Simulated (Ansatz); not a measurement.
# Al (Fm-3m) in Ansatz: notebook

One crystal, Al, is run at these levels: RPBE; tasks: single point.

All numbers are computed with Ansatz 0.2.0; they aren't measurements. Logs are shortened: lines on timing, memory, paths and dates and some standing lists are left out, and cuts for length are marked.

## Step 1: The undisturbed crystal

It takes space group Fm-3m (No. 225, cubic). The conventional cell has a = 4.050 Å, b = 4.050 Å, c = 4.050 Å, α = 90.00°, β = 90.00°, γ = 90.00°. Al (site symmetry m-3m) has 12 Al at 2.86 Å as nearest neighbours.

## Step 2: Single point, RPBE, collinear spin, ferromagnetic start (volume scaled by 0.88)

run.py reads:

```python
import json

import ase.io
import numpy as np
import spglib
from ase.calculators.calculator import CalculationFailed, Calculator
from ase.stress import full_3x3_to_voigt_6_stress
from ase.units import GPa

import ansatz as az

class AnsatzCalculator(Calculator):
    implemented_properties = ["energy", "free_energy", "forces", "stress", "magmom"]

    def calculate(self, atoms, properties, system_changes):
        super().calculate(atoms, properties, system_changes)
        structure = atoms.copy()
        structure.set_constraint()
        structure.set_momenta(None)
        structure.set_masses(None)
        outcome = (
            az.Crystal.from_ase(structure)
            .calculation()
            .basis(xc_grid=2)
            .kpoints(12, 12, 12)
            .functional("rpbe")
            .pseudopotentials(kind="paw", accuracy="stringent")
            .spin("collinear")
            .scf(tolerance=2e-10)
            .occupations(method="cold", width=0.01)
            .forces()
            .stress()
            .run(threads=2)
        )
        if not outcome.report["converged"]:
            raise CalculationFailed("SCF not converged")
        report = outcome.report
        self.results = {
            "free_energy": report["lagrangian_ev"],
            "energy": report["lagrangian_ev"],
            "forces": np.array(report["forces_ev_ang"]),
            "stress": -GPa * full_3x3_to_voigt_6_stress(report["stress_gpa"]),
            "magmom": report["magnetization_mub"],
        }

np.set_printoptions(precision=5, suppress=True, linewidth=110)
atoms = ase.io.read("Al.cif")
cell, frac, numbers = spglib.find_primitive((atoms.cell[:], atoms.get_scaled_positions(), atoms.numbers), symprec=1e-5)
atoms = ase.Atoms(numbers, cell=cell, scaled_positions=frac, pbc=True)
atoms.set_initial_magnetic_moments([0.5])
atoms.calc = AnsatzCalculator()
print(f"free energy {atoms.get_potential_energy():.6f} eV")
print("forces (eV/A)", atoms.get_forces(), sep="\n")
print("stress (GPa, Voigt, tension positive)", atoms.get_stress() / GPa, sep="\n")
print(f"moment {atoms.get_magnetic_moment():.4f} muB")
```

Al.cif reads:

```cif
data_Al
_cell_length_a 3.88067635
_cell_length_b 3.88067635
_cell_length_c 3.88067635
_cell_angle_alpha 90.00000000
_cell_angle_beta 90.00000000
_cell_angle_gamma 90.00000000
_space_group_name_H-M_alt 'Fm-3m'
_space_group_name_Hall '-F 4 2 3'
_space_group_IT_number 225
loop_
_space_group_symop_operation_xyz
'x,y,z'
'-x,-y,-z'
'-y,x,z'
'y,-x,-z'
'-x,-y,z'
'x,y,-z'
'y,-x,z'
'-y,x,-z'
'x,-y,-z'
'-x,y,z'
'-y,-x,-z'
'y,x,z'
'-x,y,-z'
'x,-y,z'
'y,x,-z'
'-y,-x,z'
'z,x,y'
'-z,-x,-y'
'z,-y,x'
'-z,y,-x'
'z,-x,-y'
'-z,x,y'
'z,y,-x'
'-z,-y,x'
'-z,x,-y'
'z,-x,y'
'-z,-y,-x'
'z,y,x'
'-z,-x,y'
'z,x,-y'
'-z,y,x'
'z,-y,-x'
'y,z,x'
'-y,-z,-x'
'x,z,-y'
'-x,-z,y'
'-y,z,-x'
'y,-z,x'
'-x,z,y'
'x,-z,-y'
'-y,-z,x'
'y,z,-x'
'-x,-z,-y'
'x,z,y'
'y,-z,-x'
'-y,z,x'
'x,-z,y'
'-x,z,-y'
'x,y+1/2,z+1/2'
'-x,-y+1/2,-z+1/2'
'-y,x+1/2,z+1/2'
[... 62 lines left out ...]
'-z+1/2,-x,-y+1/2'
'z+1/2,-y,x+1/2'
'-z+1/2,y,-x+1/2'
'z+1/2,-x,-y+1/2'
'-z+1/2,x,y+1/2'
'z+1/2,y,-x+1/2'
'-z+1/2,-y,x+1/2'
'-z+1/2,x,-y+1/2'
'z+1/2,-x,y+1/2'
'-z+1/2,-y,-x+1/2'
'z+1/2,y,x+1/2'
'-z+1/2,-x,y+1/2'
'z+1/2,x,-y+1/2'
'-z+1/2,y,x+1/2'
'z+1/2,-y,-x+1/2'
'y+1/2,z,x+1/2'
'-y+1/2,-z,-x+1/2'
'x+1/2,z,-y+1/2'
'-x+1/2,-z,y+1/2'
'-y+1/2,z,-x+1/2'
'y+1/2,-z,x+1/2'
'-x+1/2,z,y+1/2'
'x+1/2,-z,-y+1/2'
'-y+1/2,-z,x+1/2'
'y+1/2,z,-x+1/2'
'-x+1/2,-z,-y+1/2'
'x+1/2,z,y+1/2'
'y+1/2,-z,-x+1/2'
'-y+1/2,z,x+1/2'
'x+1/2,-z,y+1/2'
'-x+1/2,z,-y+1/2'
'x+1/2,y+1/2,z'
'-x+1/2,-y+1/2,-z'
'-y+1/2,x+1/2,z'
'y+1/2,-x+1/2,-z'
'-x+1/2,-y+1/2,z'
'x+1/2,y+1/2,-z'
'y+1/2,-x+1/2,z'
'-y+1/2,x+1/2,-z'
'x+1/2,-y+1/2,-z'
'-x+1/2,y+1/2,z'
'-y+1/2,-x+1/2,-z'
'y+1/2,x+1/2,z'
'-x+1/2,y+1/2,-z'
'x+1/2,-y+1/2,z'
'y+1/2,x+1/2,-z'
'-y+1/2,-x+1/2,z'
'z+1/2,x+1/2,y'
'-z+1/2,-x+1/2,-y'
'z+1/2,-y+1/2,x'
'-z+1/2,y+1/2,-x'
'z+1/2,-x+1/2,-y'
'-z+1/2,x+1/2,y'
'z+1/2,y+1/2,-x'
'-z+1/2,-y+1/2,x'
'-z+1/2,x+1/2,-y'
'z+1/2,-x+1/2,y'
'-z+1/2,-y+1/2,-x'
'z+1/2,y+1/2,x'
'-z+1/2,-x+1/2,y'
'z+1/2,x+1/2,-y'
'-z+1/2,y+1/2,x'
'z+1/2,-y+1/2,-x'
'y+1/2,z+1/2,x'
'-y+1/2,-z+1/2,-x'
'x+1/2,z+1/2,-y'
'-x+1/2,-z+1/2,y'
'-y+1/2,z+1/2,-x'
'y+1/2,-z+1/2,x'
'-x+1/2,z+1/2,y'
'x+1/2,-z+1/2,-y'
'-y+1/2,-z+1/2,x'
'y+1/2,z+1/2,-x'
'-x+1/2,-z+1/2,-y'
'x+1/2,z+1/2,y'
'y+1/2,-z+1/2,-x'
'-y+1/2,z+1/2,x'
'x+1/2,-z+1/2,y'
'-x+1/2,z+1/2,-y'
loop_
_atom_site_label
_atom_site_type_symbol
_atom_site_symmetry_multiplicity
_atom_site_Wyckoff_symbol
_atom_site_fract_x
_atom_site_fract_y
_atom_site_fract_z
_atom_site_occupancy
Al1 Al 4 a 0.0000000000 0.0000000000 0.0000000000 1
```

Potentials or basis: SSSP precision PAW.

On the command line:

```sh
$ python run.py
```

The program printed:

```text
DeckWarning: basis.ecutwfc = 408.170794 eV, auto-derived from the records' recommended cutoffs: set by Al (normal level)
DeckWarning: The stringent table, which hamiltonian.pseudopotentials names, holds the potential of the library's standard table for Al (one content_sha256, or a second file that the publisher made of the same generator input, which states another). The run takes no other species from the library, so that hamiltonian.pseudopotentials.accuracy: standard would change no potential of it. The deck needs no change, but a comparison wit [...]
DeckWarning: output.stress: scf.convergence.dr2_threshold = 2e-10 eV is looser than the 1e-10 eV advised for a printed stress (1e-10 eV for each atom of the cell: 1). What an SCF threshold leaves in a stress goes as its square root, and in the free energy as the threshold itself, and one threshold admits the most on a small cell: of the crystals measured, under no hybrid functional and no lock of the moments, on runs that ended w [...]
PlacementWarning: RAYON_NUM_THREADS=2 ignored (pool sized by the plan → 2); use plan(threads=…)
RunWarning: the starting moments were not kept: the SCF closed with an absolute magnetisation of 3.1e-2 μB, where they sum to 0.5 μB in size (1 site). That is at most 0.1 of that sum. The system's moment may be that small; this SCF shows only that its start led to no larger one. To try another start: change the starting moments (crystal.atoms[].spin, magnetization.per_species, magnetization.initial_magnetization, or on a non-col [...]
free energy -540.301843 eV
forces (eV/A)
[[ 0.  0. -0.]]
stress (GPa, Voigt, tension positive)
[-14.44594 -14.44594 -14.44594  -0.       -0.       -0.     ]
moment 0.0312 muB
```

engine_input.yaml:

```text
crystal:
  lattice:
    - [0.0, 1.940338175, 1.940338175]
    - [1.940338175, 0.0, 1.940338175]
    - [1.940338175, 1.940338175, 0.0]
  atoms:
    - { symbol: Al, position: [0.0, 0.0, 0.0], spin: 0.5 }
basis:
  xc_grid: 2
kpoints:
  mp_grid:
    grid: [12, 12, 12]
hamiltonian:
  xc: rpbe
  pseudopotentials:
    kind: paw
    accuracy: stringent
magnetization:
  spin_polarized: true
scf:
  convergence:
    dr2_threshold: 2.0e-10
  occupations:
    method: cold
    width: 0.01
output:
  forces: true
  stress: true
```

It took 1.5 s on 2 threads of Arm Neoverse V2, shared host; peak memory 0.4 GiB.

What came out:

```
Free energy     : -540.3018 eV
Pressure        : 14.4 GPa
Net moment      : 0.03 μB per cell
Absolute moment : 0.03 μB per cell
```

Caveat: the potentials were made for another functional, which shifts forces and pressure; the starting moments weren't kept; the thresholds are loose for stress.

## Step 3: Single point, RPBE, collinear spin, ferromagnetic start (volume scaled by 0.88)

input.yaml reads:

```yaml
crystal:
  lattice:
    - [0.0, 1.940338175, 1.940338175]
    - [1.940338175, 0.0, 1.940338175]
    - [1.940338175, 1.940338175, 0.0]
  atoms:
    - { symbol: Al, position: [0.0, 0.0, 0.0], spin: 0.5 }
hamiltonian:
  xc: rpbe
  pseudopotentials: { kind: paw, accuracy: stringent }
magnetization:
  spin_polarized: true
kpoints:
  mp_grid: { grid: [12, 12, 12] }
scf:
  occupations: { method: cold, width: 0.01 }
output:
  forces: true
  stress: true
  eigenvalues: true
```

Potentials or basis: SSSP precision PAW.

On the command line:

```sh
$ ansatz run input.yaml --threads 2 --pin off --max-ram 5120MiB --backend cpu --events-out ev --progress --plain --runs-dir out
```

It took 0.88 s on 2 threads of Arm Neoverse V2, shared host; peak memory 0.27 GiB.

It converged, with:

```yaml
Free_energy: -540.3018 eV
Pressure: 14.4 GPa
Band_gap_on_the_k_mesh: none (metal or under the smearing width)
Net_moment: 0.03 μB per cell
Absolute_moment: 0.03 μB per cell
```

Levels at points of the mesh, in eV from the Fermi level:
Spin up:
| k point | band 1 | band 2 | band 3 | band 4 |
| --- | --- | --- | --- | --- |
| (0.00, 0.00, 0.00) | -11.93 | 13.43 | 13.43 | 13.43 |
| (0.00, 0.00, -0.50) | -5.03 | -4.44 | 12.13 | 12.13 |
| (0.00, -0.50, -0.50) | -3.14 | -1.56 | 5.36 | 6.33 |
Spin down:
```tsv
k point	band 1	band 2	band 3	band 4
(0.00, 0.00, 0.00)	-11.88	13.46	13.46	13.46
(0.00, 0.00, -0.50)	-4.98	-4.40	12.18	12.18
(0.00, -0.50, -0.50)	-3.11	-1.50	5.38	6.37
```

Caveat: the starting moments weren't kept.
